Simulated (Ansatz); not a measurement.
Theory: DFT PBE, scalar-relativistic, plane waves, PAW in Ansatz. Settings: cutoff 420 eV, Γ-centred meshes spaced at most about 0.3 Å⁻¹, and about 0.25 Å⁻¹ or finer for metals (2π included), Gaussian smearing. Spin is collinear in cells that carry moments; the others ran without spin or lost their moments.

These are static total energies at zero pressure.

Two relaxed structures of MnSi:

A. (parallel moments up to 1.0 μB)

```
CELL_PARAMETERS angstrom
4.51757 0.00000 0.00000
0.00000 4.51757 0.00000
0.00000 0.00000 4.51757
ATOMIC_POSITIONS crystal
Mn 0.13644 0.13644 0.13644
Mn 0.36356 0.86356 0.63644
Mn 0.63644 0.36356 0.86356
Mn 0.86356 0.63644 0.36356
Si 0.84529 0.84529 0.84529
Si 0.65471 0.15471 0.34529
Si 0.34529 0.65471 0.15471
Si 0.15471 0.34529 0.65471
```

B. (no moments)

```
CELL_PARAMETERS angstrom
4.49770 0.00000 0.00000
0.00000 4.49770 0.00000
0.00000 0.00000 4.49770
ATOMIC_POSITIONS crystal
Mn 0.36287 0.13713 0.86287
Mn 0.13713 0.86287 0.36287
Mn 0.86287 0.36287 0.13713
Mn 0.63713 0.63713 0.63713
Si 0.65439 0.84561 0.15439
Si 0.84561 0.15439 0.65439
Si 0.15439 0.65439 0.84561
Si 0.34561 0.34561 0.34561
```

Problem. Which magnetic state is lower, and by how much?

Solution. A is lower, by 29 meV/atom. The two are one arrangement of atoms in two magnetic states, so this is the energy between those states, with the strain that each brings. A has the FeSi (B20) type, space group P2_13 (No. 198), 11.5 Å³/atom and no gap on its mesh; B has the FeSi (B20) type, space group P2_13 (No. 198), 11.4 Å³/atom and no gap. Origin: A, reached from a cell as deposited in COD; B, reached from a Materials Project cell. Shaken at random and relaxed again, A came back.

The k mesh leaves some 4 meV/atom of noise in the energy of each metallic cell. The magnetic state reached may not be the lowest.
